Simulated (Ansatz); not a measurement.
# HgSe (F-43m) in Ansatz: notebook

Aim: see how the results for HgSe move with the level of theory and the settings. Levels: PBE, LDA. Tasks: band structure, phonons.

Everything below comes from runs of Ansatz 0.2.0. Logs are shortened: lines on timing, memory, paths and dates and some standing lists are left out, and cuts for length are marked.

## (1) The structure

The structure is cubic, space group F-43m (No. 216). Conventional cell: a = 6.078 Å, b = 6.078 Å, c = 6.078 Å, α = 90.00°, β = 90.00°, γ = 90.00°. Hg (site symmetry -43m) is surrounded by 4 Se at 2.63 Å. Around Se (site symmetry -43m) lie 4 Hg at 2.63 Å.

## (2) Band structure, PBE, spin-orbit coupling, no magnetisation

Input file input.yaml:

```yaml
crystal:
  lattice:
    - [0.0, 3.039, 3.039]
    - [3.039, 0.0, 3.039]
    - [3.039, 3.039, 0.0]
  atoms:
    - { symbol: Hg, position: [0.0, 0.0, 0.0] }
    - { symbol: Se, position: [0.75, 0.75, 0.75] }
kpoints:
  mp_grid: { grid: [6, 6, 6] }
  band_path:
    path:
      - [0.0, 0.0, 0.0]
      - [0.5, 0.0, 0.5]
      - [0.5, 0.25, 0.75]
      - [0.375, 0.375, 0.75]
      - [0.0, 0.0, 0.0]
      - [0.5, 0.5, 0.5]
      - [0.625, 0.25, 0.625]
      - [0.5, 0.25, 0.75]
    npoints: 12
scf:
  occupations: { method: fermi_dirac, width: 0.05 }
hamiltonian:
  xc: pbe
  pseudopotentials: { kind: all_electron, lapw: { basis_error: 0.001 } }
magnetization:
  noncollinear: true
  spin_orbit: true
output:
  forces: true
  stress: true
  eigenvalues: true
```

Potentials or basis: all-electron LAPW, relativistic spinors.

Started as:

```console
$ ansatz run input.yaml --threads 1 --pin off --max-ram 3072MiB --backend cpu --events-out ev --progress --plain --runs-dir out
```

The log of the run:

```text
Warning: RAYON_NUM_THREADS=1 ignored (pool sized by the plan → 1); use --threads N
LAPW: plane waves up to 8.540 Å⁻¹, error target 1.0e-3 eV per atom; Dirac's equation on spinors; Se in spheres of 1.257 Å, 24 of its electrons in bands; Hg in spheres of 1.375 Å, 44 of its electrons in bands (how accurate: hamiltonian.pseudopotentials.lapw.basis_error, Limitations)
Engine: ansatz 0.2.0, aarch64-unknown-linux-gnu
Pseudopotentials: kind: all_electron
Pseudopotential: Hg, LAPW, valence charge 44, lapw/all_electron/dirac/gaussian/Hg, Dirac's equation, gaussian nucleus
Pseudopotential: Se, LAPW, valence charge 24, lapw/all_electron/dirac/gaussian/Se, Dirac's equation, gaussian nucleus
Functional definition: PBE
  parameter kappa = 0.804
  parameter beta = 0.06672455060314922
  exchange = pbe_x(kappa = kappa, mu = beta*pi^2/3)
  correlation = pbe_c(beta = beta)
non-collinear run that drives no moment, with spin-orbit: no starting moment large enough to seed its density (crystal.atoms[].spin), no starting occupations that ask for one, no magnetisation constraint and no magnetic field, so the semilocal B_xc is pinned to zero
Crystal: 2 atoms, lattice volume = 56.133 Å³
Basis set: ecut = 277.87952173746294 eV, 609 PW (Γ), exchange–correlation at level 2
Bands: 82, of which v1, the nominal top of the filled ones, is band 68 counted from 1 (67 counted from 0)
Symmetry: 24 space group operations + 24 with time reversal
Magnetic group: BNS 216.75 (UNI 1577), of the structure as read, at distance tolerance 3.8e-5 Å
[... 30 lines left out ...]
--- Per-component energies (eV) ---
  E_band       = -6516.042824
  E_kinetic    = 684364.821780
  E_xc         = -12565.758281
  E_electrostatic = -1272834.093131  (all electrons and nuclei)
  E_smearing   = -0.000825  (= −TS)
  E_closure    = 0.000000  (closes the sum)
  E_atoms      = -601030.859328  (free atoms, spherical and without spin; not in F)
  Σ components = -601035.030458   (vs F -601035.030458, Δ=0.00e0)
  Basis errors (estimates in eV, not in F): energy 4.4e-4 per atom: plane waves 4.0e-4 (2.3e-4 summed), levels above the bands 3.8e-100, relativity 1.5e-7, radial functions 3.9e-5, core shells 4.5e-8; eigenvalues (radial functions only) 1.6e-6; not estimated: angular momenta, meshes, grids; target (lapw.basis_error) 1.0e-3; muffin-tin radii Se 1.257 Å, Hg 1.375 Å
--- Forces (eV/Å), atoms counted from 1 ---
  atom   1  Hg     0.00000000    -0.00000000     0.00000000
  atom   2  Se    -0.00000000     0.00000000    -0.00000000
  max |Σ_I F_I| component: 2.54e-17 eV/Å
--- Stress (GPa, compression-positive) ---
        4.165927       0.000000      -0.000000
        0.000000       4.165927       0.000000
       -0.000000       0.000000       4.165927
  P = ⅓ Tr σ = 4.1659 GPa (41.659 kbar)
--- Band table (eV; the first three rows and the last of 16) ---
  k-point 0: bands = ["-345.4518", "-345.4518", "-345.4518", "-345.4518", "-326.0323", "-326.0323", "-326.0323", "-326.0323", "-326.0308", "-326.0308", "-197.3851", "-197.3851", "-140.8519", "-140.8519", "-134.9804", "-134.9804", "-134.9804", "-134.9804", "-103.7926", "-103.7926", "-83.9121", "-83.9121", "-83.9121", "-83.9121", "-83.9105", "-83.9105", "-79.7204", "-79.7204", "-79.7195", "-79.7195", "-79.7195", "-79.7195", "-79.7180", "-79.7180", "-65.8782", "-65.8782", "-47.6234", "-47.6234", "-47.6234", "-47.6234", "-37.6082", "-37.6082", "-37.6082", "-37.6082", "-36.7160", "-36.7160", "-36.7139", "-36.7139", "-36.7139", "-36.7139", "-3.0203", "-3.0203", "2.5523", "2.5523", "2.5523", "2.5523", "3.8262", "3.8262", "4.4703", "4.4703", "4.4703", "4.4703", "9.5462", "9.5462", "10.3217", "10.3217", "10.5534", "10.5534", "10.5534", "10.5534", "14.9316", "14.9316", "16.3559", "16.3559", "16.3559", "16.3559", "19.0061", "19.0061", "21.8270", "21.8270", "21.8270", "21.8270"]
  k-point 1: bands = ["-345.4518", "-345.4518", "-345.4518", "-345.4518", "-326.0323", "-326.0323", "-326.0323", "-326.0323", "-326.0308", "-326.0308", "-197.3851", "-197.3851", "-140.8519", "-140.8519", "-134.9804", "-134.9804", "-134.9804", "-134.9804", "-103.7926", "-103.7926", "-83.9121", "-83.9121", "-83.9121", "-83.9121", "-83.9105", "-83.9105", "-79.7204", "-79.7204", "-79.7195", "-79.7195", "-79.7195", "-79.7195", "-79.7180", "-79.7180", "-65.8783", "-65.8783", "-47.6235", "-47.6235", "-47.6234", "-47.6234", "-37.6082", "-37.6082", "-37.6082", "-37.6082", "-36.7160", "-36.7160", "-36.7139", "-36.7139", "-36.7139", "-36.7138", "-2.9069", "-2.9069", "2.5356", "2.6002", "2.6236", "2.6236", "3.8771", "3.8771", "4.4343", "4.4343", "4.4507", "4.5771", "8.2013", "8.2013", "10.1078", "10.1078", "10.2296", "10.3481", "11.2862", "11.2862", "15.1814", "15.1814", "16.1194", "16.1194", "16.6897", "16.6973", "20.2331", "20.2331", "20.6323", "20.7477", "20.7477", "20.8296"]
  k-point 2: bands = ["-345.4518", "-345.4518", "-345.4518", "-345.4518", "-326.0323", "-326.0323", "-326.0323", "-326.0323", "-326.0308", "-326.0308", "-197.3851", "-197.3851", "-140.8519", "-140.8519", "-134.9804", "-134.9804", "-134.9804", "-134.9804", "-103.7926", "-103.7926", "-83.9121", "-83.9121", "-83.9121", "-83.9121", "-83.9105", "-83.9105", "-79.7204", "-79.7204", "-79.7195", "-79.7195", "-79.7195", "-79.7195", "-79.7180", "-79.7180", "-65.8783", "-65.8783", "-47.6237", "-47.6237", "-47.6234", "-47.6234", "-37.6083", "-37.6083", "-37.6082", "-37.6082", "-36.7160", "-36.7160", "-36.7139", "-36.7139", "-36.7139", "-36.7138", "-2.6701", "-2.6701", "2.5599", "2.6247", "2.8648", "2.8648", "4.0200", "4.0200", "4.4318", "4.4318", "4.5537", "4.6872", "6.3614", "6.3614", "9.6125", "9.6125", "9.7464", "9.8645", "11.5886", "11.5886", "16.0772", "16.0772", "16.6353", "16.6353", "16.9870", "16.9965", "19.7439", "19.7439", "20.9240", "20.9240", "20.9828", "21.1457"]
  k-point 15: bands = ["-345.4518", "-345.4518", "-345.4518", "-345.4518", "-326.0323", "-326.0323", "-326.0323", "-326.0323", "-326.0308", "-326.0308", "-197.3851", "-197.3851", "-140.8519", "-140.8519", "-134.9804", "-134.9804", "-134.9804", "-134.9804", "-103.7926", "-103.7926", "-83.9121", "-83.9121", "-83.9121", "-83.9121", "-83.9105", "-83.9105", "-79.7204", "-79.7204", "-79.7195", "-79.7195", "-79.7195", "-79.7195", "-79.7180", "-79.7180", "-65.8783", "-65.8783", "-47.6239", "-47.6238", "-47.6237", "-47.6237", "-37.6084", "-37.6083", "-37.6083", "-37.6082", "-36.7160", "-36.7159", "-36.7140", "-36.7139", "-36.7139", "-36.7139", "-2.3968", "-2.3806", "2.7082", "2.8229", "2.8577", "3.2511", "4.1184", "4.3257", "4.4188", "4.7232", "4.9180", "5.1592", "5.3069", "5.3915", "7.6601", "7.9126", "8.0176", "8.1336", "13.7916", "13.9409", "14.5559", "14.7314", "17.3724", "17.8280", "18.2064", "18.2626", "20.3840", "20.5949", "22.7085", "22.8883", "23.0123", "23.0284"]
```

Run time: 2.2 min. Hardware: 1 thread of Arm Neoverse V2, shared host; peak memory 0.47 GiB.

What came out:

```yaml
Free_energy: -601035.0305 eV
Pressure: 4.2 GPa
Band_gap_along_the_path: none (metal or under the smearing width)
```

Levels at the corners of the path, in eV from the Fermi level:
| point | band 65 | band 66 | band 67 | band 68 | band 69 | band 70 | band 71 | band 72 |
| --- | --- | --- | --- | --- | --- | --- | --- | --- |
| Γ | -0.24 | -0.24 | -0.01 | -0.01 | -0.01 | -0.01 | 4.37 | 4.37 |
| X | -2.44 | -2.44 | -2.42 | -2.42 | 2.72 | 2.72 | 2.88 | 2.88 |
| W | -3.02 | -2.73 | -2.58 | -2.44 | 3.44 | 3.63 | 4.97 | 5.08 |
| K | -3.10 | -2.90 | -2.04 | -1.96 | 2.80 | 2.88 | 4.36 | 4.37 |
| Γ | -0.24 | -0.24 | -0.01 | -0.01 | -0.01 | -0.01 | 4.37 | 4.37 |
| L | -1.18 | -1.18 | -0.98 | -0.98 | 1.01 | 1.01 | 5.77 | 5.77 |
| U | -3.10 | -2.90 | -2.04 | -1.96 | 2.80 | 2.88 | 4.36 | 4.37 |
| W | -3.02 | -2.73 | -2.58 | -2.44 | 3.44 | 3.63 | 4.97 | 5.08 |

Caveat: the k mesh is thin for a metal, which can move the energy by tens of meV per atom.

## (3) Phonons, LDA

Input file input.yaml:

```yaml
crystal:
  lattice:
    - [0.0, 3.039, 3.039]
    - [3.039, 0.0, 3.039]
    - [3.039, 3.039, 0.0]
  atoms:
    - { symbol: Hg, position: [0.0, 0.0, 0.0] }
    - { symbol: Se, position: [0.75, 0.75, 0.75] }
kpoints:
  mp_grid: { grid: [6, 6, 6] }
scf:
  occupations: { method: fermi_dirac, width: 0.05 }
hamiltonian:
  xc: lda
  pseudopotentials: { kind: all_electron, lapw: { basis_error: 0.001 } }
output: {}
phonons:
  method: fd
  supercell: [1, 1, 1]
```

Potentials or basis: all-electron LAPW, scalar-relativistic.

Started as:

```console
$ ansatz run input.yaml --threads 1 --pin off --max-ram 3072MiB --backend cpu --events-out ev --progress --plain --runs-dir out
```

The log of the run:

```text
Warning: RAYON_NUM_THREADS=1 ignored (pool sized by the plan → 1); use --threads N
LAPW: plane waves up to 8.875 Å⁻¹, error target 1.0e-3 eV per atom; small_component_spin mean_spin; Se in spheres of 1.223 Å, 24 of its electrons in bands, Dirac shells []; Hg in spheres of 1.330 Å, 44 of its electrons in bands, Dirac shells [] (how accurate: hamiltonian.pseudopotentials.lapw.basis_error, Limitations)
[... 2 set-up lines as earlier in the session ...]
Pseudopotential: Hg, LAPW, valence charge 44, lapw/all_electron/scalar/gaussian/Hg, Koelling and Harmon's equation, gaussian nucleus
Pseudopotential: Se, LAPW, valence charge 24, lapw/all_electron/scalar/gaussian/Se, Koelling and Harmon's equation, gaussian nucleus
Functional definition: SPW92
  exchange = slater_x
  correlation = pw_c
[... 68 lines left out ...]
  k-point 1: bands = ["-334.3178", "-334.3178", "-334.3153", "-334.3153", "-334.3153", "-196.7362", "-136.7724", "-136.7724", "-136.7724", "-104.5033", "-82.5146", "-82.5146", "-82.5146", "-82.5132", "-82.5132", "-82.5132", "-82.5116", "-52.8315", "-52.8314", "-52.8314", "-37.5264", "-37.5263", "-37.5263", "-37.5226", "-37.5226", "-3.2893", "3.0090", "3.0094", "3.0094", "3.7064", "3.7064", "7.7388", "9.8754", "9.8754", "10.8498", "15.0902", "15.8904", "15.8904", "19.6285", "20.3083", "20.3083"]
  k-point 2: bands = ["-334.3178", "-334.3178", "-334.3153", "-334.3153", "-334.3153", "-196.7362", "-136.7724", "-136.7724", "-136.7724", "-104.5033", "-82.5146", "-82.5146", "-82.5146", "-82.5132", "-82.5132", "-82.5132", "-82.5116", "-52.8317", "-52.8315", "-52.8315", "-37.5265", "-37.5263", "-37.5263", "-37.5226", "-37.5226", "-3.0457", "3.0975", "3.0975", "3.3324", "3.7278", "3.7278", "5.8819", "9.3870", "9.3870", "11.1198", "15.9500", "16.2782", "16.2782", "19.1234", "20.5850", "20.5850"]
  k-point 15: bands = ["-334.3178", "-334.3178", "-334.3153", "-334.3153", "-334.3153", "-196.7362", "-136.7724", "-136.7724", "-136.7724", "-104.5033", "-82.5146", "-82.5146", "-82.5146", "-82.5132", "-82.5132", "-82.5132", "-82.5116", "-52.8318", "-52.8317", "-52.8316", "-37.5265", "-37.5264", "-37.5263", "-37.5226", "-37.5225", "-2.7549", "3.2099", "3.3802", "3.5309", "3.7442", "4.2627", "4.8249", "7.4570", "7.7131", "13.4465", "14.1904", "17.2333", "17.6617", "20.1133", "22.4512", "22.5203"]
--- Phonons: 2 displaced members + reference (amplitude 0.01 Å, Σ member SCF iterations 11) ---
  symmetry images taken by strict's conditions (phonons.symmetry_images: auto; settled by no image being taken that strict refuses)
  ASR residual: 9.380e-4 → 0.000e0 eV/Å²; symmetrization residual: 5.897e-5 eV/Å²
  largest component of a force at the reference: 1.7e-16 eV/Å
  ASR residual per site (eV/Å²): 1.73e-5 9.38e-4
  Γ frequencies (cm⁻¹): 0.00 0.00 0.00 130.18 130.18 130.18
  density of states and harmonic sums: on the 18×18×18 q-mesh, interpolated from the force constants of a 1×1×1 supercell (no non-analytic term)
  largest difference from the sums on the solved wave vectors: F 6.86e-1 eV, S 9.44e-4 and C_V 2.58e-4 eV/K
  zero-point energy: 0.032170 eV/cell   skipped modes (ω ≤ 0): 3   left out of the sums: 8.57e-5 of the cell's modes: C_V's classical limit lies that fraction below 3 k_B per atom; for a crystal, a wire or a layer, F and S can be off by more, and a phonons.interpolated_qmesh denser along its periods is the remedy for the sampling
```

phthermo.tsv:

```text
# format = ansatz-phthermo/1
# interpolated_qmesh = 18 18 18
# force_constants_supercell = 1 1 1
# non_analytic_term = not included (the non-analytic LO-TO correction is not applied to the interpolated dynamical matrix; polar crystals: no LO-TO splitting at GAMMA, and LO and other optical branches, acoustic branches and sound speeds, and with them the density of states and the thermodynamics, can be off between the wave vectors that the force constants were sampled on, most near GAMMA; a larger extent of the force constants narrows that region and is not shown to mend the acoustic slopes)
# zero_point_energy_ev = 3.2169944195e-2
# n_skipped_modes = 3
# share_of_modes_left_out = 8.5733882030e-5
# rigid_motions_known_by = geometry
# t_k	f_vib_ev	s_ev_per_k	c_v_ev_per_k
0.0000	3.2169944195e-2	0.0000000000e0	0.0000000000e0
10.0000	3.2162017752e-2	3.4946893257e-6	1.1939733946e-5
20.0000	3.2013764280e-2	3.1421324033e-5	8.5380592562e-5
30.0000	3.1453030019e-2	8.3388273431e-5	1.7642304989e-4
40.0000	3.0313262739e-2	1.4540001425e-4	2.5561405790e-4
50.0000	2.8539100112e-2	2.0932771590e-4	3.1663240858e-4
[... 93 lines left out ...]
990.0000	-1.1019082991e0	1.6308051459e-3	5.1622551527e-4
1000.0000	-1.1182423354e0	1.6359934629e-3	5.1624082261e-4
```

It took 60 s on 1 thread of Arm Neoverse V2, shared host; peak memory 0.39 GiB.

What came out:

| Item | Value |
| --- | --- |
| Free energy | -599579.3372 eV |
| Band gap on the k mesh | none (metal or under the smearing width) |
| Highest phonon frequency at Γ | 130 cm⁻¹ |

Levels at points of the mesh, in eV from the Fermi level:
| k point | band 32 | band 33 | band 34 | band 35 | band 36 | band 37 |
| --- | --- | --- | --- | --- | --- | --- |
| (0.00, 0.00, 0.00) | -1.20 | -0.04 | -0.04 | -0.04 | 5.35 | 5.35 |
| (0.00, 0.00, -0.50) | -5.65 | -1.03 | -1.03 | 0.91 | 6.12 | 6.12 |
| (0.00, -0.50, -0.50) | -5.20 | -2.37 | -2.37 | 2.64 | 2.76 | 8.17 |

Phonon frequencies in cm⁻¹ (negative: imaginary):
| q point | frequencies |
| --- | --- |
| (0.000, 0.000, 0.000) | 0 0 0 130 130 130 |

Caveat: the k mesh is thin for a metal, which can move the energy by tens of meV per atom; a metal's response needs a denser mesh. The run has no spin-orbit coupling, so splittings on Hg are missing.
